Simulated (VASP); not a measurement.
# CuCl (Nantokite) (F-43m) in VASP: a series of runs

The runs below take CuCl (Nantokite) through relaxation of cell and atoms, with PBEsol.

All numbers are computed with VASP 6.6.1; they aren't measurements. Logs are shortened: lines on timing, memory, paths and dates and some standing lists are left out, and cuts for length are marked.

### 1 The crystal as given

It takes space group F-43m (No. 216, cubic). Conventional cell: a = 5.406 Å, b = 5.406 Å, c = 5.406 Å, α = 90.00°, β = 90.00°, γ = 90.00°. Cu (site symmetry -43m) is surrounded by 4 Cl at 2.34 Å. Around Cl (site symmetry -43m) lie 4 Cu at 2.34 Å.

### 2 Relaxation of cell and atoms, PBEsol

INCAR reads:

```
SYSTEM = CuCl
ALGO = Normal
EDIFF = 1E-6
EDIFFG = -0.01
ENCUT = 600
GGA = PS
IBRION = 2
ISIF = 3
ISMEAR = 0
LASPH = .True.
LCHARG = .False.
LREAL = .False.
LWAVE = .False.
NELM = 80
NSW = 90
PREC = Accurate
SIGMA = 0.03
```

KPOINTS reads:

```
k-points
0
Gamma
  10 10 10
  0 0 0
```

POSCAR reads:

```
CuCl
1.0
    0.0000000000      2.7028500000      2.7028500000
    2.7028500000      0.0000000000      2.7028500000
    2.7028500000      2.7028500000      0.0000000000
Cu Cl
1 1
Direct
    0.0000000000      0.0000000000      0.0000000000
    0.2500000000      0.2500000000      0.2500000000
```

Potentials or basis: VASP PAW PBE potentials, release 64 (Cu, Cl).

The run is started by

```bash
$ cat potpaw_PBE.64/Cu/POTCAR potpaw_PBE.64/Cl/POTCAR > POTCAR
$ mpirun -np 1 vasp_std > vasp.out
```

OUTCAR:

```text
SYSTEM = CuCl
   EDIFF = 1E-6
   EDIFFG = -0.01
   ENCUT = 600
   GGA = PS
   IBRION = 2
   ISIF = 3
   ISMEAR = 0
   LASPH = .True.
   LREAL = .False.
   NELM = 80
   NSW = 90
   PREC = Accurate

 ion  position               nearest neighbor table
   1  0.000  0.000  0.000-   2 2.34   2 2.34   2 2.34   2 2.34
   2  0.250  0.250  0.250-   1 2.34   1 2.34   1 2.34   1 2.34

  LATTYP: Found a face centered cubic cell.
 ALAT       =     5.4057000000

  Lattice vectors:

 A1 = (   0.0000000000,   2.7028500000,   2.7028500000)
 A2 = (   2.7028500000,   0.0000000000,   2.7028500000)
 A3 = (   2.7028500000,   2.7028500000,   0.0000000000)

Analysis of symmetry for initial positions (statically):
=====================================================================
 Subroutine PRICEL returns:
 Original cell was already a primitive cell.

 Routine SETGRP: Setting up the symmetry group for a
 face centered cubic supercell.

 Subroutine GETGRP returns: Found 24 space group operations
 (whereof 24 operations were pure point group operations)
 out of a pool of 48 trial point group operations.

The static configuration has the point symmetry T_d .

Analysis of symmetry for dynamics (positions and initial velocities):
=====================================================================
 Subroutine PRICEL returns:
 Original cell was already a primitive cell.

 Routine SETGRP: Setting up the symmetry group for a
 face centered cubic supercell.

 Subroutine GETGRP returns: Found 24 space group operations
 (whereof 24 operations were pure point group operations)
 out of a pool of 48 trial point group operations.

The dynamic configuration has the point symmetry T_d .

 Subroutine INISYM returns: Found 24 space group operations
 (whereof 24 operations are pure point group operations),
 and found     1 'primitive' translations

----------------------------------------------------------------------------------------

                                     Primitive cell

  volume of cell :      39.4908

  direct lattice vectors                    reciprocal lattice vectors
     0.000000000  2.702850000  2.702850000    -0.184989918  0.184989918  0.184989918
     2.702850000  0.000000000  2.702850000     0.184989918 -0.184989918  0.184989918
     2.702850000  2.702850000  0.000000000     0.184989918  0.184989918 -0.184989918

  length of vectors
     3.822407127  3.822407127  3.822407127     0.320411937  0.320411937  0.320411937

  position of ions in fractional coordinates (direct lattice)
     0.000000000  0.000000000  0.000000000
[... 103 lines left out ...]
   GGA     = PS    functional components
   LHFCALC =     F    Hartree Fock is set to
   AEXX    =    0.0000 exact exchange contribution
   IVDW    =     0    specifies the selected vdW correction
   LEPSILON=     F    determine dielectric tensor
   LRPA    =     F    only Hartree local field effects (RPA)
 conjugate gradient relaxation of ions
 non-spin polarized calculation
 Gauss-broadening in eV      SIGMA  =   0.03
  energy-cutoff  :      600.00
  volume of cell :       39.49
 maximum number of plane-waves:      1363
   NGX = 15   NGY = 15   NGZ = 15

--------------------------------------- Ionic step        1  -------------------------------------------

 number of electron      18.0000008 magnetization

 Free energy of the ion-electron system (eV)
  ---------------------------------------------------
  ext. energy  EPLUGINS =         0.00000000
  ---------------------------------------------------
  free energy    TOTEN  =        -7.03750017 eV

  energy without entropy =       -7.03750017  energy(sigma->0) =       -7.03750017

------------------------ aborting loop because EDIFF is reached ----------------------------------------

  FORCE on cell =-STRESS in cart. coord.  units (eV):
  Direction    XX          YY          ZZ          XY          YZ          ZX
  --------------------------------------------------------------------------------------
  -------------------------------------------------------------------------------------
  Total       -0.7929035     -0.7929035     -0.7929035     -0.0000000      0.0000000      0.0000000
  in kB      -32.1688156    -32.1688156    -32.1688156     -0.0000000      0.0000000      0.0000000
  external PRESSURE =     -32.1688156 kB  Pullay stress =       0.0000000 kB
[... 59 lines left out ...]
--------------------------------------- Ionic step        3  -------------------------------------------

 number of electron      17.9999991 magnetization

 Free energy of the ion-electron system (eV)
  ---------------------------------------------------
  ext. energy  EPLUGINS =         0.00000000
  ---------------------------------------------------
  free energy    TOTEN  =        -7.06222504 eV

  energy without entropy =       -7.06222504  energy(sigma->0) =       -7.06222504

 E-fermi :   4.5574     XC(G=0):  -9.9740

 val. band max:        4.3799822993   @ k =   0.0000   0.0000   0.0000
 cond. band min:       4.9261905930   @ k =   0.0000   0.0000   0.0000
 fundamental gap:      0.5462082937
 Fermi energy:         4.5574203782

 k-point     1 :       0.0000    0.0000    0.0000
  band No.  band energies     occupation
      1     -12.9394      2.00000
      2      -0.8291      2.00000
      3      -0.8291      2.00000
      4      -0.8291      2.00000
      5       2.6501      2.00000
      6       2.6501      2.00000
      7       4.3800      2.00000
      8       4.3800      2.00000
      9       4.3800      2.00000
     10       4.9262      0.00000
     11      11.0608      0.00000
     12      11.0608      0.00000
     13      11.0608      0.00000
[... 354 lines left out ...]
  band No.  band energies     occupation
      1     -12.3777      2.00000
      2      -2.3099      2.00000
      3      -0.9952      2.00000
      4      -0.9042      2.00000
      5       2.4152      2.00000
      6       2.8102      2.00000
      7       3.0688      2.00000
      8       3.3413      2.00000
      9       3.4295      2.00000
     10       7.9284      0.00000
     11       9.1275      0.00000
     12      12.2185      0.00000
     13      13.7459      0.00000

 [... further k-points ...]

------------------------ aborting loop because EDIFF is reached ----------------------------------------

  FORCE on cell =-STRESS in cart. coord.  units (eV):
  Direction    XX          YY          ZZ          XY          YZ          ZX
  --------------------------------------------------------------------------------------
  -------------------------------------------------------------------------------------
  Total       -0.0101528     -0.0101528     -0.0101528      0.0000000      0.0000000     -0.0000000
  in kB       -0.4371589     -0.4371589     -0.4371589      0.0000000      0.0000000     -0.0000000
  external PRESSURE =      -0.4371589 kB  Pullay stress =       0.0000000 kB
[... 17 lines left out ...]
  FREE ENERGIE OF THE ION-ELECTRON SYSTEM (eV)
  ---------------------------------------------------
  free  energy   TOTEN  =        -7.0622250424 eV

  energy  without entropy=       -7.0622250424  energy(sigma->0) =       -7.06222504

 reached required accuracy - stopping structural energy minimisation
```

OSZICAR:

```text
N       E                     dE             d eps       ncg     rms          rms(c)
DAV:   1     0.127225947363E+03    0.12723E+03   -0.93981E+03  1235   0.188E+03
DAV:   2     0.575588732570E+01   -0.12147E+03   -0.11327E+03  1267   0.317E+02
DAV:   3    -0.687597714159E+01   -0.12632E+02   -0.12401E+02  1632   0.111E+02
DAV:   4    -0.726356685192E+01   -0.38759E+00   -0.38705E+00  1340   0.186E+01
[... 26 lines left out ...]
DAV:   3    -0.706224202253E+01    0.18969E-03   -0.99687E-04  1227   0.106E+00    0.335E-02
DAV:   4    -0.706222768613E+01    0.14336E-04   -0.61568E-05  1635   0.831E-02    0.174E-02
DAV:   5    -0.706222642591E+01    0.12602E-05   -0.13646E-05  1917   0.112E-01    0.552E-03
DAV:   6    -0.706222506344E+01    0.13625E-05   -0.34880E-06  1461   0.469E-02    0.166E-03
DAV:   7    -0.706222504240E+01    0.21044E-07   -0.50995E-07   650   0.728E-03
   3 F= -.70622250E+01 E0= -.70622250E+01  d E =-.247249E-01
```

Run time: 24 s. Hardware: 1 thread of Intel Xeon 6975P-C (Granite Rapids), shared host; peak memory 0.19 GiB.

What came out:

| Property | Result |
| --- | --- |
| Free energy | -7.0622 eV |
| Relaxed volume | 18.60 Å³/atom |
| Relaxed cell | a = 3.747 Å, b = 3.747 Å, c = 3.747 Å, α = 60.00°, β = 60.00°, γ = 60.00° |
| Space group after relaxing (to 0.05 Å) | F-43m (No. 216) |
| Energy gained by relaxing | 12.4 meV/atom |
| Ionic steps | 3 |
| Pressure after relaxing | 0.0 GPa |
| Band gap on the k mesh | 0.55 eV, direct |

The path:
| step | energy change (eV) | largest force (eV/Å) | pressure (GPa) | volume (Å³) |
| --- | --- | --- | --- | --- |
| 1 | 0.0000 | 0.0000 | -3.22 | 39.49 |
| 2 | -0.0247 | 0.0000 | -0.10 | 37.27 |
| 3 | -0.0247 | 0.0000 | -0.04 | 37.21 |

Final structure:
```
Cu Cl
1.0
     0.00000    2.64977    2.64977
     2.64977    0.00000    2.64977
     2.64977    2.64977    0.00000
Cu Cl
1 1
Cartesian
  0.0000 0.0000 0.0000
  1.3249 1.3249 1.3249
```

Caveat: the PAW data sets were made with another functional, which shifts forces and pressure a little. PBEsol gaps usually lie below the measured ones, often by a third to a half.

### 3 Relaxation of cell and atoms, PBEsol

This run uses another cell than the first one, of 18.60 Å³/atom, 0.942 times its volume.

Edit INCAR of step 2 so:

```diff
@@ -2,4 +2,4 @@
 ALGO = Normal
-EDIFF = 1E-6
-EDIFFG = -0.01
+EDIFF = 1E-7
+EDIFFG = -0.005
 ENCUT = 600
```

KPOINTS is that of step 2.

POSCAR reads:

```
CuCl                                    
1.0
   -0.0000000000      2.6497729770      2.6497729770
    2.6497729770     -0.0000000000      2.6497729770
    2.6497729770      2.6497729770      0.0000000000
  Cu              Cl            
     1     1
Direct
     0.0000000000000000    0.0000000000000000    0.0000000000000000
     0.2500000000000000    0.2500000000000000    0.2500000000000000
```

Potentials or basis: VASP PAW PBE potentials, release 64 (Cu, Cl).

The run is started by

```bash
$ cat potpaw_PBE.64/Cu/POTCAR potpaw_PBE.64/Cl/POTCAR > POTCAR
$ mpirun -np 1 vasp_std > vasp.out
```

Wall time 21 s (1 thread of Intel Xeon 6975P-C (Granite Rapids), shared host); peak memory 0.18 GiB.

Results (log left out):

```
Free energy             : -7.0618 eV
Pressure after relaxing : 0.0 GPa
Band gap on the k mesh  : 0.55 eV, direct
```

Final structure:
```
CELL_PARAMETERS angstrom
0.00000 2.64977 2.64977
2.64977 0.00000 2.64977
2.64977 2.64977 0.00000
ATOMIC_POSITIONS crystal
Cu 0.00000 0.00000 0.00000
Cl 0.25000 0.25000 0.25000
```

Levels at points of the mesh, in eV from the valence-band top:
| k point | band 7 | band 8 | band 9 | band 10 | band 11 | band 12 |
| --- | --- | --- | --- | --- | --- | --- |
| (0.00, 0.00, 0.00) | 0.00 | 0.00 | 0.00 | 0.55 | 6.68 | 6.68 |
| (0.50, 0.00, 0.00) | -1.59 | -0.66 | -0.66 | 2.92 | 6.95 | 7.13 |
| (0.50, 0.50, 0.00) | -1.52 | -1.29 | -1.29 | 3.27 | 4.53 | 8.99 |

Caveat: the relaxation stopped at its first step, so nothing moved; the PAW data sets were made with another functional, which shifts forces and pressure a little.

### 4 Relaxation of cell and atoms, PBEsol

INCAR reads:

```
SYSTEM = CuCl
  PREC = Accurate
  ENCUT = 600
  EDIFF = 1E-6
  ISMEAR = 0
  SIGMA = 0.03
  LREAL = .FALSE.
  LASPH = .TRUE.
  NELM = 80
  ALGO = Normal
  ISIF = 3
  LWAVE = .FALSE.
  LCHARG = .FALSE.
  GGA = PS
  IBRION = 2
  NSW = 90
  EDIFFG = -0.01
  KPAR = 8
```

KPOINTS reads:

```
Automatic mesh
0
G
  10 10 10
  0 0 0
```

POSCAR reads:

```
CuCl
1.0
    0.0000000000      2.7028500000      2.7028500000
    2.7028500000      0.0000000000      2.7028500000
    2.7028500000      2.7028500000      0.0000000000
Cu Cl
1 1
Direct
    0.0000000000      0.0000000000      0.0000000000
    0.2500000000      0.2500000000      0.2500000000
```

Potentials or basis: VASP PAW PBE potentials, release 64 (Cu, Cl).

The run is started by

```bash
$ cat potpaw_PBE.64/Cu/POTCAR potpaw_PBE.64/Cl/POTCAR > POTCAR
$ mpirun -np 8 vasp_std > vasp.out
```

OUTCAR:

```text
SYSTEM = CuCl
   PREC = Accurate
   ENCUT = 600
   EDIFF = 1E-6
   ISMEAR = 0
   LREAL = .FALSE.
   LASPH = .TRUE.
   NELM = 80
   ISIF = 3
   GGA = PS
   IBRION = 2
   NSW = 90
   EDIFFG = -0.01

 ion  position               nearest neighbor table
   1  0.000  0.000  0.000-   2 2.34   2 2.34   2 2.34   2 2.34
   2  0.250  0.250  0.250-   1 2.34   1 2.34   1 2.34   1 2.34

  LATTYP: Found a face centered cubic cell.
 ALAT       =     5.4057000000

  Lattice vectors:

 A1 = (   0.0000000000,   2.7028500000,   2.7028500000)
 A2 = (   2.7028500000,   0.0000000000,   2.7028500000)
 A3 = (   2.7028500000,   2.7028500000,   0.0000000000)

Analysis of symmetry for initial positions (statically):
=====================================================================
 Subroutine PRICEL returns:
[... 269 lines left out ...]
      5       2.6501      2.00000
      6       2.6501      2.00000
      7       4.3800      2.00000
      8       4.3800      2.00000
      9       4.3800      2.00000
     10       4.9262      0.00000
     11      11.0608      0.00000
     12      11.0608      0.00000
     13      11.0608      0.00000
[... 354 lines left out ...]
  band No.  band energies     occupation
      1     -12.3777      2.00000
      2      -2.3099      2.00000
      3      -0.9952      2.00000
      4      -0.9042      2.00000
      5       2.4152      2.00000
      6       2.8102      2.00000
      7       3.0688      2.00000
      8       3.3413      2.00000
      9       3.4295      2.00000
     10       7.9284      0.00000
     11       9.1275      0.00000
     12      12.2185      0.00000
     13      13.7459      0.00000

 [... further k-points ...]

------------------------ aborting loop because EDIFF is reached ----------------------------------------

  FORCE on cell =-STRESS in cart. coord.  units (eV):
  Direction    XX          YY          ZZ          XY          YZ          ZX
  --------------------------------------------------------------------------------------
  -------------------------------------------------------------------------------------
  Total       -0.0101527     -0.0101527     -0.0101527      0.0000000      0.0000000     -0.0000000
  in kB       -0.4371578     -0.4371578     -0.4371578      0.0000000      0.0000000     -0.0000000
  external PRESSURE =      -0.4371578 kB  Pullay stress =       0.0000000 kB
[... 17 lines left out ...]
  FREE ENERGIE OF THE ION-ELECTRON SYSTEM (eV)
  ---------------------------------------------------
  free  energy   TOTEN  =        -7.0622250424 eV

  energy  without entropy=       -7.0622250424  energy(sigma->0) =       -7.06222504

 reached required accuracy - stopping structural energy minimisation
```

OSZICAR:

```text
N       E                     dE             d eps       ncg     rms          rms(c)
DAV:   1     0.127225947363E+03    0.12723E+03   -0.93981E+03  1235   0.188E+03
DAV:   2     0.575588732570E+01   -0.12147E+03   -0.11327E+03  1267   0.317E+02
DAV:   3    -0.687597714159E+01   -0.12632E+02   -0.12401E+02  1632   0.111E+02
DAV:   4    -0.726356685192E+01   -0.38759E+00   -0.38705E+00  1340   0.186E+01
[... 26 lines left out ...]
DAV:   3    -0.706224202257E+01    0.18969E-03   -0.99687E-04  1227   0.106E+00    0.335E-02
DAV:   4    -0.706222768608E+01    0.14336E-04   -0.61568E-05  1635   0.831E-02    0.174E-02
DAV:   5    -0.706222642591E+01    0.12602E-05   -0.13646E-05  1917   0.112E-01    0.552E-03
DAV:   6    -0.706222506345E+01    0.13625E-05   -0.34880E-06  1461   0.469E-02    0.166E-03
DAV:   7    -0.706222504238E+01    0.21065E-07   -0.50995E-07   650   0.728E-03
   3 F= -.70622250E+01 E0= -.70622250E+01  d E =-.247249E-01
```

CONTCAR:

```text
CuCl
   1.00000000000000
    -0.0000000000000000    2.6497729770652572    2.6497729770652572
     2.6497729770652572   -0.0000000000000000    2.6497729770652572
     2.6497729770652572    2.6497729770652572   -0.0000000000000000
  Cu              Cl
     1     1
Direct
     0.0000000000000000    0.0000000000000000    0.0000000000000000
     0.2500000000000000    0.2500000000000000    0.2500000000000000

  0.00000000E+00  0.00000000E+00  0.00000000E+00
  0.00000000E+00  0.00000000E+00  0.00000000E+00
```

Run time: 11 s. Hardware: 8 MPI ranks of Intel Xeon 6975P-C (Granite Rapids), shared host; peak memory 0.21 GiB.

Results:

```
Free energy                            : -7.0622 eV
Relaxed volume                         : 18.60 Å³/atom
Relaxed cell                           : a = 3.747 Å, b = 3.747 Å, c = 3.747 Å, α = 60.00°, β = 60.00°, γ = 60.00°
Space group after relaxing (to 0.05 Å) : F-43m (No. 216)
Energy gained by relaxing              : 12.4 meV/atom
Ionic steps                            : 3
Pressure after relaxing                : 0.0 GPa
Band gap on the k mesh                 : 0.55 eV, direct
```

Step by step:
| step | energy change (eV) | largest force (eV/Å) | pressure (GPa) | volume (Å³) |
| --- | --- | --- | --- | --- |
| 1 | 0.0000 | 0.0000 | -3.22 | 39.49 |
| 2 | -0.0247 | 0.0000 | -0.10 | 37.27 |
| 3 | -0.0247 | 0.0000 | -0.04 | 37.21 |

Final structure:
```
Cu Cl
1.0
     0.00000    2.64977    2.64977
     2.64977    0.00000    2.64977
     2.64977    2.64977    0.00000
Cu Cl
1 1
Direct
  0.00000 0.00000 0.00000
  0.25000 0.25000 0.25000
```

Caveat: the PAW data sets were made with another functional, which shifts forces and pressure a little. As with any semilocal functional, this PBEsol gap is likely too small.
